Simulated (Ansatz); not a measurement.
# Ag (Im-3m) in Ansatz: convergence with xc grid

Aim: find how far xc grid must go before the results for Ag settle, at r2SCAN. This setting moves, with any that are tied to it; all else stays.

Everything below comes from runs of Ansatz 0.2.0. Logs are shortened: lines on timing, memory, paths and dates and some standing lists are left out, and cuts for length are marked.

## (1) The crystal as given

Symmetry: Im-3m, No. 229, cubic system. Conventional cell: a = 3.311 Å, b = 3.311 Å, c = 3.311 Å, α = 90.00°, β = 90.00°, γ = 90.00°. Ag (site symmetry m-3m) has 8 Ag at 2.87 Å as nearest neighbours.

This isn't the form of Ag at room conditions, which is fcc.

## (2) With xc grid 1

File input.yaml:

```yaml
crystal:
  lattice:
    - [-1.655654, 1.655654, 1.655654]
    - [1.655654, -1.655654, 1.655654]
    - [1.655654, 1.655654, -1.655654]
  atoms:
    - { symbol: Ag, position: [0.0, 0.0, 0.0] }
hamiltonian:
  xc: r2scan
  pseudopotentials: { kind: paw }
kpoints:
  mp_grid: { grid: [9, 9, 9] }
scf:
  occupations: { method: fermi_dirac, width: 0.1 }
output:
  forces: true
  stress: true
  eigenvalues: true
basis:
  xc_grid: 1
```

Potentials or basis: Ansatz PAW.

Started as:

```sh
$ ansatz run input.yaml --threads 2 --pin off --max-ram 5632MiB --backend cpu --events-out ev --progress --plain --runs-dir out
```

What it wrote:

```text
Warning: RAYON_NUM_THREADS=2 ignored (pool sized by the plan → 2); use --threads N
Engine: ansatz 0.2.0, x86_64-unknown-linux-gnu
Pseudopotentials: kind: paw
Pseudopotential: Ag, paw, valence charge 19, recommended cutoff 500 eV (meta_gga), Ag.paw.azcp
Functional definition: r2SCAN
  parameter k0 = 0.174
  parameter k1 = 0.065
  parameter a1 = 4.9479
  exchange = r2scan_x(k0 = k0, k1 = k1, a1 = a1)
  correlation = r2scan_c
Crystal: 1 atoms, lattice volume = 18.154 Å³
Basis set: ecut = 500 eV, 459 PW (Γ)
Bands: 14, of which v1, the nominal top of the filled ones, is band 10 counted from 1 (9 counted from 0)
Symmetry: 48 space group operations
Space group: Im-3m (ITA 229), of the structure as read, at distance tolerance 2.6e-5 Å
k-points: 35 of 729
Non-local potential: Ag, projectors of the file, l = 0: 3, l = 1: 2, l = 2: 2, l = 3: 1
PAW form: soft (Blöchl's): semilocal exchange-correlation on the pseudo side does not see the compensation charge
PAW frozen core: Ag, regenerated for the run's functional (the file was generated under x = pbe(κ = 0.804, μ = 0.2195149727645171), c = pbe(β = 0.06672455060314922))
PAW one-centre angular grid: Ag, 590 points (default); XC on 160 Gauss nodes
Initial density: superposition of atomic densities (neutral atoms: chi_scale 0, normalization atom), corrected by the library's trained network
Initial wavefunctions: pseudopotential atomic-orbital guess
Functional: x = r2scan, c = r2scan; τ floored in thin density (d = 2e-4 eV/Å³)
SCF iter   1: F=—  HF=-7603.925431 eV  |F-HF|=—  |Δ(HF+E_count)|=         —  Δρ=1.07e-2  dr2=2.03e-2  dr2_τ=6.14e-4  ethr=1.77e-3  ⟨swp⟩=4.7  Hψ=2470  notcnv=0
preconditioner: auto → none  [insulator: Δε(μ)=0.359 eV  Ē_g=16.690 eV  σ=0.100 eV  W_gap=0.59  n_scr=12 (ndim 8)  ℏωp=28.9 eV  f_vac=0.000  D(μ)=0.34/eV (n_scr^D=0)  ε∞_Penn≈4.0]
SCF iter   2: F=—  HF=-7603.921944 eV  |F-HF|=—  |Δ(HF+E_count)|=   3.49e-3  Δρ=6.33e-3  dr2=2.93e-3  dr2_τ=7.02e-4  ethr=1.07e-4  ⟨swp⟩=2.4  Hψ=1028  notcnv=0  defer=5
SCF iter   3: F=—  HF=-7603.921341 eV  |F-HF|=—  |Δ(HF+E_count)|=   6.03e-4  Δρ=2.32e-3  dr2=4.58e-4  dr2_τ=2.70e-5  ethr=1.54e-5  ⟨swp⟩=2.3  Hψ=729  notcnv=0  defer=5
SCF iter   4: F=—  HF=-7603.921267 eV  |F-HF|=—  |Δ(HF+E_count)|=   7.44e-5  Δρ=3.99e-4  dr2=1.35e-5  dr2_τ=1.26e-6  ethr=2.41e-6  ⟨swp⟩=1.1  Hψ=492  notcnv=0  defer=5
SCF iter   5: F=—  HF=-7603.921261 eV  |F-HF|=—  |Δ(HF+E_count)|=   6.22e-6  Δρ=3.58e-5  dr2=1.20e-7  dr2_τ=1.12e-8  ethr=7.10e-8  ⟨swp⟩=1.7  Hψ=606  notcnv=0  defer=5
SCF iter   6: F=-7603.921261 eV  HF=-7603.921261 eV  |F-HF|=3.69e-9  |Δ(HF+E_count)|=   8.63e-8  Δρ=2.88e-6  dr2=4.64e-10  dr2_τ=1.69e-10  ethr=5.26e-10  ⟨swp⟩=5.4  Hψ=2044  notcnv=0
SCF 1 converged in 6 iterations: F = -7603.921261 eV  dr2 = 4.64e-10
SCF converged after 6 iterations
Free energy (F): -7603.921261 eV
Harris-Foulkes:  -7603.921261 eV  (|F-HF|=3.69e-9)
Internal energy: -7603.911086 eV  (E = F + TS)
E sigma→0 (E₀):  -7603.916174 eV
Entropy (-TS):   -0.010175 eV (-10.175 meV/atom)
Fermi energy:    15.960789 eV
--- Per-component energies (eV) ---
  E_band       = -277.008208
  E_kinetic    = 527.585557
  E_local      = -2295.591044  (includes V_loc(G=0)·N_el)
  E_nonlocal   = 81.487181
  E_hartree    = 1040.299359
  E_xc         = -178.066153
  E_vxc        = -262.351119  (∫ρ·V_xc dr)
  E_paw        = -3922.583109  (= ΣΔE_a)
  E_vpaw       = -427.649024  (= ΣTr[D̂ρ^β])
  E_aug_tail   = 0.000077  (compensation charges beyond the density's cutoff)
  E_vtau       = 18.911057  (kinetic-family band-sum trace: ∫τ·v_τ [+ j·A + Jᵃ·Aᵃ] dr)
  E_ewald      = -2856.533643
  E_core_change = -0.509311  (= ΣΔE_core)
  E_smearing   = -0.010175  (= −TS)
  E_closure    = 0.000000  (closes the sum)
  Σ components = -7603.921261   (vs F -7603.921261, Δ=0.00e0)
--- Forces (eV/Å), atoms counted from 1 ---
  atom   1  Ag     0.00000000     0.00000000     0.00000000
  max |Σ_I F_I| component: 7.40e-32 eV/Å
--- Stress (GPa, compression-positive) ---
       -3.731022       0.000000       0.000000
        0.000000      -3.731022       0.000000
       -0.000000      -0.000000      -3.731022
  P = ⅓ Tr σ = -3.7310 GPa (-37.310 kbar)
--- Band table (eV; the first three rows and the last of 35) ---
  k-point 0: bands = ["-78.5308", "-41.0749", "-41.0749", "-41.0749", "8.5123", "10.9383", "10.9383", "10.9383", "12.1566", "12.1566", "34.1726", "34.1726", "34.1727", "39.9352"]
  k-point 1: bands = ["-78.5291", "-41.0911", "-41.0808", "-41.0747", "8.9031", "10.8499", "10.9601", "11.1522", "12.0697", "12.1632", "32.9371", "33.9033", "34.3991", "37.4385"]
  k-point 2: bands = ["-78.5248", "-41.1319", "-41.0958", "-41.0742", "9.7267", "10.6326", "11.2754", "11.7302", "11.9716", "12.1862", "29.0728", "32.3397", "34.8093", "34.9267"]
  k-point 34: bands = ["-78.5051", "-41.1792", "-41.1772", "-41.1772", "9.7098", "9.7402", "12.7235", "12.7235", "12.8005", "21.6864", "23.4227", "23.4227", "28.7354", "29.3738"]
```

It took 1.8 s on 2 threads of Intel Xeon at 2.50GHz (Skylake/Cascade Lake), shared host; peak memory 0.29 GiB.

Results:

| Property | Result |
| --- | --- |
| Free energy | -7603.9213 eV |
| Pressure | -3.7 GPa |
| Band gap on the k mesh | none (metal or under the smearing width) |

## (3) With xc grid 2

input.yaml, as its differences from that of step 2:

```diff
@@ -19,2 +19,2 @@
 basis:
-  xc_grid: 1
+  xc_grid: 2
```

Potentials or basis: Ansatz PAW.

Started as:

```sh
$ ansatz run input.yaml --threads 2 --pin off --max-ram 5632MiB --backend cpu --events-out ev --progress --plain --runs-dir out
```

It took 1.9 s on 2 threads of Intel Xeon at 2.50GHz (Skylake/Cascade Lake), shared host; peak memory 0.29 GiB.

What came out:

| Item | Value |
| --- | --- |
| Free energy | -7603.9212 eV |
| Pressure | -3.7 GPa |
| Band gap on the k mesh | none (metal or under the smearing width) |

## (4) With xc grid 3

input.yaml, as its differences from that of step 3:

```diff
@@ -19,2 +19,2 @@
 basis:
-  xc_grid: 2
+  xc_grid: 3
```

Started as:

```sh
$ ansatz run input.yaml --threads 2 --pin off --max-ram 5632MiB --backend cpu --events-out ev --progress --plain --runs-dir out
```

It took 2.1 s on 2 threads of Intel Xeon at 2.50GHz (Skylake/Cascade Lake), shared host; peak memory 0.31 GiB.

The run converged. Its results:

- Free energy: -7603.9212 eV
- Pressure: -3.7 GPa
- Band gap on the k mesh: none (metal or under the smearing width)

## (5) With xc grid 4

input.yaml, as its differences from that of step 4:

```diff
@@ -19,2 +19,2 @@
 basis:
-  xc_grid: 3
+  xc_grid: 4
```

Started as:

```sh
$ ansatz run input.yaml --threads 2 --pin off --max-ram 5632MiB --backend cpu --events-out ev --progress --plain --runs-dir out
```

It took 2.3 s on 2 threads of Intel Xeon at 2.50GHz (Skylake/Cascade Lake), shared host; peak memory 0.34 GiB.

It converged, with:

* Free energy: -7603.9212 eV
* Pressure: -3.7 GPa
* Band gap on the k mesh: none (metal or under the smearing width)

## (6) With xc grid 5

input.yaml, as its differences from that of step 5:

```diff
@@ -19,2 +19,2 @@
 basis:
-  xc_grid: 4
+  xc_grid: 5
```

Potentials or basis: Ansatz PAW.

Started as:

```sh
$ ansatz run input.yaml --threads 2 --pin off --max-ram 5632MiB --backend cpu --events-out ev --progress --plain --runs-dir out
```

Run time: 2.8 s. Hardware: 2 threads of Intel Xeon at 2.50GHz (Skylake/Cascade Lake), shared host; peak memory 0.39 GiB.

Results (log left out):

```
Free energy            : -7603.9212 eV
Pressure               : -3.7 GPa
Band gap on the k mesh : none (metal or under the smearing width)
```

## (7) The series at a glance

```csv
xc grid,"energy less the tightest run, at zero smearing (meV/atom)",SCF cycles,CPU time (s),peak memory (GiB)
1,-0.05,6,2.6,0.29
2,0.00,6,2.7,0.29
3,0.00,6,2.9,0.31
4,0.00,6,3.1,0.34
5,0.00,6,3.7,0.39
```

Against the tightest run, the energy stays within 1 meV/atom from 1 on. The tightest run that finished is the yardstick and may itself not be fully converged.

Caveats: the PAW data sets come from PBE, with cores solved anew for the run's functional, which leaves a small shift of forces and pressure.
